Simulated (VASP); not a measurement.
# BN in VASP: a series of runs

The runs below take BN through relaxation of cell and atoms, with PBE, LDA.

Everything below comes from runs of VASP 6.6.1. Logs are shortened: lines on timing, memory, paths and dates and some standing lists are left out, and cuts for length are marked.

## (1) The structure

The cell holds a slab with vacuum, 4 atoms: a = 2.512 Å, b = 2.512 Å, c = 21.318 Å, α = 90.00°, β = 90.00°, γ = 120.00°.

## (2) Relaxation of cell and atoms, PBE

INCAR

```
ALGO     = Normal         # electronic algorithm
EDIFF    = 1E-7           # SCF threshold, eV
EDIFFG   = -0.005         # ionic threshold
ENCUT    = 600            # plane-wave cutoff, eV
GGA      = PE             # functional
IBRION   = 2              # ionic algorithm
ISIF     = 3              # what is computed and relaxed
ISMEAR   = 0              # smearing method
LASPH    = True           # aspherical terms in the spheres
LATTICE_CONSTRAINTS= .TRUE. .TRUE. .FALSE.
LCHARG   = False          # write CHGCAR
LREAL    = False          # projectors in reciprocal space
LWAVE    = False          # write WAVECAR
NELM     = 80             # most SCF steps
NSW      = 90             # ionic steps
PREC     = Accurate       # precision mode
SIGMA    = 0.03           # smearing width, eV
```

KPOINTS

```
k-points
0
Gamma
  15 15 1
```

POSCAR

```
BN                                      
1.0
    2.5117524062      0.0000000000      0.0000000000
   -1.2558762031      2.1752413870      0.0000000000
    0.0000000000      0.0000000000     21.3178500000
  B               N             
     2     2
Direct
     0.6666666699999979    0.3333333300000021    0.4045598572351325
     0.3333333300000021    0.6666666699999979    0.5954401427648676
     0.3333333300000021    0.6666666699999979    0.4045680172134321
     0.6666666699999979    0.3333333300000021    0.5954319827865675
```

Potentials or basis: VASP PAW PBE potentials, release 64 (B, N).

Command:

```bash
$ cat potpaw_PBE.64/B/POTCAR potpaw_PBE.64/N/POTCAR > POTCAR
$ mpirun -np 1 vasp_std > vasp.out
```

OUTCAR:

```text
EDIFF = 1E-7
   EDIFFG = -0.005
   ENCUT = 600
   GGA = PE
   IBRION = 2
   ISIF = 3
   ISMEAR = 0
   LASPH = True
   LREAL = False
   NELM = 80
   NSW = 90
   PREC = Accurate

 ion  position               nearest neighbor table
   1  0.667  0.333  0.405-   3 1.45   3 1.45   3 1.45
   2  0.333  0.667  0.595-   4 1.45   4 1.45   4 1.45
   3  0.333  0.667  0.405-   1 1.45   1 1.45   1 1.45
   4  0.667  0.333  0.595-   2 1.45   2 1.45   2 1.45

  LATTYP: Found a hexagonal cell.
 ALAT       =     2.5117524062
 C/A-ratio  =     8.4872417948

  Lattice vectors:

 A1 = (   2.5117524062,   0.0000000000,   0.0000000000)
 A2 = (  -1.2558762031,   2.1752413870,   0.0000000000)
 A3 = (   0.0000000000,   0.0000000000,  21.3178500000)

Analysis of symmetry for initial positions (statically):
=====================================================================
 Subroutine PRICEL returns:
 Original cell was already a primitive cell.

 Routine SETGRP: Setting up the symmetry group for a
 hexagonal supercell.

 Subroutine GETGRP returns: Found 12 space group operations
 (whereof 12 operations were pure point group operations)
 out of a pool of 24 trial point group operations.

The static configuration has the point symmetry D_3d.

Analysis of symmetry for dynamics (positions and initial velocities):
=====================================================================
 Subroutine PRICEL returns:
 Original cell was already a primitive cell.

 Routine SETGRP: Setting up the symmetry group for a
 hexagonal supercell.

 Subroutine GETGRP returns: Found 12 space group operations
 (whereof 12 operations were pure point group operations)
 out of a pool of 24 trial point group operations.

The dynamic configuration has the point symmetry D_3d.

 Subroutine INISYM returns: Found 12 space group operations
 (whereof 12 operations are pure point group operations),
 and found     1 'primitive' translations

----------------------------------------------------------------------------------------

                                     Primitive cell

  volume of cell :     116.4737

  direct lattice vectors                    reciprocal lattice vectors
     2.511752406  0.000000000  0.000000000     0.398128413  0.229859547  0.000000000
    -1.255876203  2.175241387  0.000000000     0.000000000  0.459719094  0.000000000
     0.000000000  0.000000000 21.317850000     0.000000000  0.000000000  0.046909046

  length of vectors
     2.511752406  2.511752402 21.317850000     0.459719093  0.459719094  0.046909046

  position of ions in fractional coordinates (direct lattice)
     0.666666670  0.333333330  0.404559857
     0.333333330  0.666666670  0.595440143
     0.333333330  0.666666670  0.404568017
     0.666666670  0.333333330  0.595431983

  ion indices of the primitive-cell ions
   primitive index   ion index
                 1           1
                 2           2
                 3           3
                 4           4

----------------------------------------------------------------------------------------

 KPOINTS: k-points

Automatic generation of k-mesh.
 Grid dimensions read from file:
 generate k-points for:   15   15    1

 Generating k-lattice:

  Cartesian coordinates                     Fractional coordinates (reciprocal lattice)
     0.026541894  0.015323970  0.000000000     0.066666667  0.000000000  0.000000000
     0.000000000  0.030647940  0.000000000     0.000000000  0.066666667  0.000000000
     0.000000000  0.000000000  0.046909046     0.000000000  0.000000000  1.000000000

  Length of vectors
     0.030647940  0.030647940  0.046909046

  Shift w.r.t. Gamma in fractional coordinates (k-lattice)
     0.000000000  0.000000000  0.000000000

 Subroutine IBZKPT returns following result:
 ===========================================

 Found     27 irreducible k-points:

 Following reciprocal coordinates:
            Coordinates               Weight
  0.000000  0.000000  0.000000      1.000000
  0.066667  0.000000  0.000000      6.000000
  0.133333  0.000000  0.000000      6.000000
  0.200000 -0.000000  0.000000      6.000000
  0.266667  0.000000  0.000000      6.000000
  0.333333  0.000000  0.000000      6.000000
[... 16 lines left out ...]
  0.333333  0.200000  0.000000     12.000000
  0.400000  0.200000  0.000000      6.000000
 [... further k-points ...]
   k-points           NKPTS =     27   k-points in BZ     NKDIM =     27   number of bands    NBANDS=     12
   number of dos      NEDOS =    301   number of ions     NIONS =      4
   total plane-waves  NPLWV =  72000
   dimension x,y,z NGX =    20 NGY =   20 NGZ =  180
   dimension x,y,z NGXF=    40 NGYF=   40 NGZF=  360
   ions per type =               2   2
   NGX,Y,Z   is equivalent  to a cutoff of  13.24, 13.24, 14.04 a.u.
   NGXF,Y,Z  is equivalent  to a cutoff of  26.47, 26.47, 28.07 a.u.
 SYSTEM =  unknown system
   PREC   = accura    normal or accurate (medium, high low for compatibility)
   ISTART =      0    job   : 0-new  1-cont  2-samecut
   ICHARG =      2    charge: 1-file 2-atom 10-const
   ISPIN  =      1    spin polarized calculation?
   LNONCOLLINEAR =      F non collinear calculations
   LSORBIT =      F    spin-orbit coupling
   LASPH  =      T    aspherical Exc in radial PAW
   ENCUT  =  600.0 eV  44.10 Ry    6.64 a.u.   5.02  5.02 42.58*2*pi/ulx,y,z
   NELM   =     80;   NELMIN=  2; NELMDL= -5     # of ELM steps
   EDIFF  = 0.1E-06   stopping-criterion for ELM
   LREAL  =      F    real-space projection
   EDIFFG = -.5E-02   stopping-criterion for IOM
   NSW    =     90    number of steps for IOM
   IBRION =      2    ionic relax: 0-MD 1-quasi-New 2-CG
   NFREE  =      1    steps in history (QN), initial steepest desc. (CG)
   ISIF   =      3    stress and relaxation
   ISYM   =      2    0-nonsym 1-usesym 2-fastsym
   POTIM  = 0.5000    time-step for ionic-motion
   TEBEG  =    0.0;   TEEND  =   0.0 temperature during run
   PSTRESS=    0.0 pullay stress
   NELECT =      16.0000    total number of electrons
   NUPDOWN=      -1.0000    fix difference up-down
   EMIN   =  10.00;   EMAX   =-10.00  energy-range for DOS
   EFERMI =   0.00;   METHOD = LEGACY
   ISMEAR =     0;   SIGMA  =   0.03  broadening in eV -4-tet -1-fermi 0-gaus
   EFERMI_NEDOS =   21; number of points for ismear=-14 and -15
   IALGO  =     38    algorithm
   IMIX   =      4    mixing-type and parameters
     AMIX     =   0.40;   BMIX     =  1.00
     AMIX_MAG =   1.60;   BMIX_MAG =  1.00
  volume/ion in A,a.u.               =      29.12       196.50
  Fermi-wavevector in a.u.,A,eV,Ry     =   0.844706  1.596263  9.708142  0.713528
  Thomas-Fermi vector in A             =   1.959777
   LORBIT       =      0    0 simple, 1 ext, 2 COOP (PROOUT), +10 PAW based schemes
   GGA     = PE    functional components
   LHFCALC =     F    Hartree Fock is set to
   AEXX    =    0.0000 exact exchange contribution
   IVDW    =     0    specifies the selected vdW correction
   LEPSILON=     F    determine dielectric tensor
   LRPA    =     F    only Hartree local field effects (RPA)
 conjugate gradient relaxation of ions
 non-spin polarized calculation
 Gauss-broadening in eV      SIGMA  =   0.03
  energy-cutoff  :      600.00
  volume of cell :      116.47
 maximum number of plane-waves:      3939
 NGX is ok and might be reduce to    20
   NGX =  9   NGY =  9   NGZ = 85

--------------------------------------- Ionic step        1  -------------------------------------------

 number of electron      15.9999999 magnetization

 Free energy of the ion-electron system (eV)
  ---------------------------------------------------
  ext. energy  EPLUGINS =         0.00000000
  ---------------------------------------------------
  free energy    TOTEN  =       -35.21055379 eV

  energy without entropy =      -35.21055379  energy(sigma->0) =      -35.21055379

------------------------ aborting loop because EDIFF is reached ----------------------------------------

  FORCE on cell =-STRESS in cart. coord.  units (eV):
  Direction    XX          YY          ZZ          XY          YZ          ZX
  --------------------------------------------------------------------------------------
  -------------------------------------------------------------------------------------
  Total        0.0264400      0.0264400     -0.0467052      0.0000000      0.0000000      0.0000000
  in kB        0.3637013      0.3637013     -0.6424636      0.0000000      0.0000000      0.0000000
  external PRESSURE =       0.0283130 kB  Pullay stress =       0.0000000 kB
[... 61 lines left out ...]
  energy  without entropy=      -35.2105468787  energy(sigma->0) =      -35.21054688

--------------------------------------- Ionic step        3  -------------------------------------------

 number of electron      15.9999999 magnetization

 Free energy of the ion-electron system (eV)
  ---------------------------------------------------
  ext. energy  EPLUGINS =         0.00000000
  ---------------------------------------------------
  free energy    TOTEN  =       -35.21055749 eV

  energy without entropy =      -35.21055749  energy(sigma->0) =      -35.21055749

 E-fermi :  -3.1632     XC(G=0):  -3.6364

 val. band max:       -3.3081529573   @ k =   0.3333   0.3333   0.0000
 cond. band min:       1.3045946857   @ k =   0.0000   0.0000   0.0000
 fundamental gap:      4.6127476430
 Fermi energy:        -3.1631862540

 k-point     1 :       0.0000    0.0000    0.0000
  band No.  band energies     occupation
      1     -20.9326      2.00000
      2     -20.9068      2.00000
      3      -8.6809      2.00000
      4      -8.3300      2.00000
      5      -4.6575      2.00000
      6      -4.6575      2.00000
      7      -4.6556      2.00000
      8      -4.6556      2.00000
      9       1.3046      0.00000
     10       1.9010      0.00000
     11       2.6098      0.00000
     12       3.3904      0.00000
[... 331 lines left out ...]
 k-point    24 :       0.4000    0.2000    0.0000
  band No.  band energies     occupation
      1     -17.5366      2.00000
      2     -17.5323      2.00000
      3     -11.7068      2.00000
      4     -11.6993      2.00000
      5      -9.2145      2.00000
      6      -9.2098      2.00000
      7      -3.7595      2.00000
      8      -3.6552      2.00000
      9       1.4409      0.00000
     10       1.5646      0.00000
     11       8.5294      0.00000
     12       9.0312      0.00000

 [... further k-points ...]

------------------------ aborting loop because EDIFF is reached ----------------------------------------

  FORCE on cell =-STRESS in cart. coord.  units (eV):
  Direction    XX          YY          ZZ          XY          YZ          ZX
  --------------------------------------------------------------------------------------
  -------------------------------------------------------------------------------------
  Total       -0.0016842     -0.0016842     -0.0457263      0.0000000      0.0000000      0.0000000
  in kB       -0.0231615     -0.0231615     -0.6288510      0.0000000      0.0000000      0.0000000
  external PRESSURE =      -0.2250580 kB  Pullay stress =       0.0000000 kB
[... 19 lines left out ...]
  FREE ENERGIE OF THE ION-ELECTRON SYSTEM (eV)
  ---------------------------------------------------
  free  energy   TOTEN  =       -35.2105574908 eV

  energy  without entropy=      -35.2105574908  energy(sigma->0) =      -35.21055749

 reached required accuracy - stopping structural energy minimisation
```

It took 95 s on 1 thread of Intel Xeon Platinum 8259CL at 2.50GHz (Skylake/Cascade Lake), shared host; peak memory 0.27 GiB.

What came out:

* Free energy: -35.2106 eV
* Relaxed volume: 29.13 Å³/atom
* Relaxed cell: a = 2.512 Å, b = 2.512 Å, c = 21.318 Å, α = 90.00°, β = 90.00°, γ = 120.00°
* Space group after relaxing (to 0.05 Å): P-3m1 (No. 164)
* Energy gained by relaxing: 0.0 meV/atom
* Ionic steps: 3
* Largest force after relaxing: 0.004 eV/Å
* Band gap on the k mesh: 4.61 eV, indirect (least direct gap 4.67 eV)

Forces in eV/Å, atoms in the order of the input:
```
B    0.000  0.000  0.000
B    0.000  0.000  0.000
N    0.000  0.000 -0.004
N    0.000  0.000  0.004
```

Final structure:
```cif
data_structure
_symmetry_space_group_name_H-M 'P 1'
_symmetry_Int_Tables_number 1
_cell_length_a 2.5120
_cell_length_b 2.5120
_cell_length_c 21.3178
_cell_angle_alpha 90.000
_cell_angle_beta 90.000
_cell_angle_gamma 120.000
_cell_volume 116.50
loop_
_atom_site_label
_atom_site_type_symbol
_atom_site_fract_x
_atom_site_fract_y
_atom_site_fract_z
_atom_site_occupancy
B1 B 0.66667 0.33333 0.40456 1
B2 B 0.33333 0.66667 0.59544 1
N1 N 0.33333 0.66667 0.40456 1
N2 N 0.66667 0.33333 0.59544 1
```

## (3) Relaxation of cell and atoms, LDA

This run uses another cell than the first one, of 28.81 Å³/atom, 0.989 times its volume.

INCAR

```
ALGO = Normal
EDIFF = 1E-6
EDIFFG = -0.01
ENCUT = 600
GGA = CA
IBRION = 2
ISIF = 3
ISMEAR = 0
LASPH = T
LATTICE_CONSTRAINTS = .TRUE. .TRUE. .FALSE.
LCHARG = F
LREAL = F
LWAVE = F
NELM = 80
NSW = 90
PREC = Accurate
SIGMA = 0.03
```

KPOINTS is that of step 2.

POSCAR

```
BN
1.0
    2.4982400000      0.0000000000      0.0000000000
   -1.2491200000      2.1635393000      0.0000000000
    0.0000000000      0.0000000000     21.3178500000
B N
2 2
Direct
    0.6666666700      0.3333333300      0.4221814100
    0.3333333300      0.6666666700      0.5778185900
    0.3333333300      0.6666666700      0.4221814100
    0.6666666700      0.3333333300      0.5778185900
```

Potentials or basis: VASP PAW LDA potentials, release 64 (B, N).

Command:

```bash
$ cat potpaw_LDA.64/B/POTCAR potpaw_LDA.64/N/POTCAR > POTCAR
$ mpirun -np 1 vasp_std > vasp.out
```

Run time: 2.7 min. Hardware: 1 thread of Intel Xeon 6975P-C (Granite Rapids), shared host; peak memory 0.22 GiB.

It converged, with:

| Quantity | Value |
| --- | --- |
| Free energy | -38.5319 eV |
| Relaxed volume | 28.61 Å³/atom |
| Relaxed cell | a = 2.490 Å, b = 2.490 Å, c = 21.318 Å, α = 90.00°, β = 90.00°, γ = 120.00° |
| Space group after relaxing (to 0.05 Å) | P-3m1 (No. 164) |
| Energy gained by relaxing | 1.0 meV/atom |
| Ionic steps | 21 |
| Largest force after relaxing | 0.006 eV/Å |
| Band gap on the k mesh | 4.37 eV, indirect (least direct gap 4.66 eV) |

Forces in eV/Å, atoms in the order of the input:
```
B    0.000  0.000  0.006
B    0.000  0.000 -0.006
N    0.000  0.000 -0.005
N    0.000  0.000  0.005
```

Step by step:
| step | energy change (eV) | largest force (eV/Å) | pressure (GPa) | volume (Å³) |
| --- | --- | --- | --- | --- |
| 1 | 0.0000 | 0.0425 | -0.86 | 115.22 |
| 2 | 0.0091 | 0.0241 | 1.62 | 112.82 |
| 3 | -0.0032 | 0.0255 | -0.05 | 114.41 |
| 4 | -0.0032 | 0.0252 | -0.04 | 114.39 |
| 5 | -0.0032 | 0.0131 | -0.04 | 114.40 |
| 6 | -0.0032 | 0.0143 | -0.04 | 114.40 |
| 7 | -0.0032 | 0.0135 | -0.07 | 114.43 |
| 8 | -0.0032 | 0.0127 | -0.12 | 114.47 |
| 9 | -0.0032 | 0.0131 | -0.12 | 114.47 |
| 10 | -0.0032 | 0.0121 | -0.11 | 114.47 |
| 11 | -0.0033 | 0.0092 | -0.11 | 114.47 |
| 12 | -0.0033 | 0.0093 | -0.10 | 114.46 |
| 13 | -0.0034 | 0.0161 | -0.08 | 114.44 |
| 14 | -0.0035 | 0.0290 | -0.04 | 114.40 |
| 15 | -0.0036 | 0.0547 | 0.05 | 114.33 |
| 16 | -0.0036 | 0.0426 | 0.01 | 114.37 |
| 17 | -0.0036 | 0.0399 | 0.00 | 114.37 |
| 18 | -0.0037 | 0.0329 | -0.01 | 114.39 |
| 19 | -0.0038 | 0.0183 | -0.04 | 114.42 |
| 20 | -0.0038 | 0.0111 | -0.09 | 114.48 |
| 21 | -0.0038 | 0.0059 | -0.06 | 114.45 |

Final structure:
```
B N
1.0
     2.48980    0.00000    0.00000
    -1.24490    2.15623    0.00000
     0.00000    0.00000   21.31785
B N
2 2
Cartesian
  1.2449 0.7187 9.0357
  0.0000 1.4375 12.2822
  0.0000 1.4375 9.0337
  1.2449 0.7187 12.2842
```

Levels at points of the mesh, in eV from the valence-band top:
| k point | band 5 | band 6 | band 7 | band 8 | band 9 | band 10 | band 11 | band 12 |
| --- | --- | --- | --- | --- | --- | --- | --- | --- |
| (0.00, 0.00, 0.00) | -1.30 | -1.30 | -1.28 | -1.28 | 4.91 | 5.56 | 6.28 | 7.24 |

As with any semilocal functional, this LDA gap is likely too small. Zero-point motion and thermal expansion aren't in these numbers.
